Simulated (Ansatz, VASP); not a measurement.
**LiF: VASP beside Ansatz**

The input POSCAR:

```
LiF
1.0
    0.0000000000      2.0616999439      2.0616999439
    2.0616999439      0.0000000000      2.0616999439
    2.0616999439      2.0616999439      0.0000000000
Li F
1 1
Direct
    0.0000000000      0.0000000000      0.0000000000
    0.5000000000      0.5000000000      0.5000000000
```

File INCAR.step1:

```
ALGO = Normal
EDIFF = 1E-4
ENCUT = 520
GGA = PE
ISMEAR = 0
LASPH = True
LCHARG = False
LREAL = False
LWAVE = True
NBANDS = 12
NELM = 80
PREC = Accurate
SIGMA = 0.01
```

INCAR.step2

```
ALGO = Normal
EDIFF = 1E-6
ENCUT = 520
ISIF = 2
ISMEAR = 0
ISTART = 1
LASPH = True
LCHARG = False
LMIXTAU = True
LREAL = False
LWAVE = False
METAGGA = R2SCAN
NBANDS = 12
NELM = 80
PREC = Accurate
SIGMA = 0.01
```

KPOINTS

```
k-points
0
Gamma
  10 10 10
```

Input for Ansatz:

```yaml
crystal:
  lattice:
    - [0.0, 2.0616999439, 2.0616999439]
    - [2.0616999439, 0.0, 2.0616999439]
    - [2.0616999439, 2.0616999439, 0.0]
  atoms:
    - { symbol: Li, position: [0.0, 0.0, 0.0] }
    - { symbol: F, position: [0.5, 0.5, 0.5] }
kpoints:
  mp_grid: { grid: [10, 10, 10] }
  band_path:
    path:
      - [0.0, 0.0, 0.0]
      - [0.5, 0.0, 0.5]
      - [0.625, 0.25, 0.625]
      - [0.375, 0.375, 0.75]
      - [0.5, 0.5, 0.5]
      - [0.5, 0.25, 0.75]
      - [0.0375, 0.0375, 0.075]
    npoints: 1
hamiltonian:
  xc: r2scan
scf:
  occupations: { method: fixed }
  n_extra_bands: 4
output:
  forces: true
  stress: true
  eigenvalues: true
```

Change from the starting cell: hydrostatic strain +3.4%.

Alike in both runs: task single point; functional r2SCAN; k mesh 10 × 10 × 10; no spin polarisation.

```csv
,VASP,Ansatz
version,VASP 6.6.1,Ansatz 0.2.0
potentials or method,"VASP PAW PBE potentials, release 64 (Li_sv, F)","plane waves, PAW"
plane-wave cutoff (eV),520,500
occupations,"gaussian, width 0.01 eV",fixed
valence electrons in the cell,10,10
```

```csv
,VASP,Ansatz,Ansatz less VASP
gap on the k mesh at the Fermi level (eV),9.62,9.44,-0.184
```

 A k mesh can miss the band edges.
